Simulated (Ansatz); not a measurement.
Ti:

```
Ti
1.0
     2.95000    0.00000    0.00000
    -1.47500    2.55477    0.00000
     0.00000    0.00000    4.68000
Ti
2
Direct
  0.66667 0.33333 0.75000
  0.33333 0.66667 0.25000
```

```yaml
Program: Ansatz 0.2.0
Task: relaxation of cell and atoms
Functional: PBEsol
Potentials_or_basis: all-electron LAPW, scalar-relativistic
Basis_error_allowed: 0.001 eV/atom
k_mesh: 10 × 10 × 6
Occupations: fermi-dirac, width 0.05 eV
Spin: no spin polarisation
```

At the start: volume 17.64 Å³/atom.

Task: How do energy, volume and symmetry change on relaxing?

Result: Over 6 steps the energy falls by 17.0 meV/atom and the volume is 16.73 Å³/atom (-5.2 %); space group P6_3/mmc (No. 194, to 0.05 Å).

Step by step:
```csv
step,energy change (eV),largest force (eV/Å),volume (Å³)
1,0.0000,0.0000,35.27
2,-0.0336,0.0000,33.59
3,-0.0339,0.0000,33.44
4,-0.0340,0.0000,33.45
5,-0.0340,0.0000,33.45
6,-0.0340,0.0000,33.45
```

Final structure:
```
Ti
1.0
     2.90427    0.00000    0.00000
    -1.45214    2.51517    0.00000
     0.00000    0.00000    4.57949
Ti
2
Direct
  0.66667 0.33333 0.75000
  0.33333 0.66667 0.25000
```
